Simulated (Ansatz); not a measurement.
# CoPt with two functionals, ↑↓ start, q = (0, 0, 1/2), 4 atoms

Base system: CoPt (space group P4/mmm, No. 123; a = 2.695 Å, c = 3.724 Å; ferromagnetic).

(Cell as relaxed with PBE.)

Levels (all Ansatz, an electronic-structure program, PAW): PBE (420 eV, without spin-orbit coupling); PBEsol (420 eV, no spin-orbit coupling).

Each level relaxes its own structure.

```json
[
 {"base": "volume per atom", "PBE": "13.52 Å³", "PBEsol": "12.95 Å³"},
 {"base": "lattice parameter a", "PBE": "269.5 pm", "PBEsol": "265.9 pm"},
 {"base": "band gap", "PBE": "zero", "PBEsol": "zero"},
 {"base": "largest site moment", "PBE": "1.94 μB", "PBEsol": "1.87 μB"}
]
```

One thing is altered: the moments start antiparallel in the pattern ↑↓ in a 4-atom cell (cell doubled with q = (0, 0, 1/2) in the reciprocal basis of the base), and the cell is relaxed again.

```csv
quantity,PBE,PBEsol
largest site moment,1.93 μB,[?]
volume per atom,13.48 Å³,[?]
magnetic state,antiferromagnetic (moments cancel),[?]
```

### Question
Given the PBE results, estimate those of PBEsol.

### Answer

- largest site moment, PBEsol: 1.83 μB
- volume per atom, PBEsol: 12.89 Å³
- magnetic state, PBEsol: antiferromagnetic (moments cancel)

PBE's largest site moment lies 0.094 μB above PBEsol's; PBE's volume per atom lies 0.585 Å³ above PBEsol's (4.5 %); the two agree on the magnetic state. Neither level is exact; PBEsol is the comparison here, not a measurement.

The magnetic state is the one reached from the starting moments; the real material's order can differ, and small cells can't hold many antiferromagnetic ones. No phonon test of stability was made.
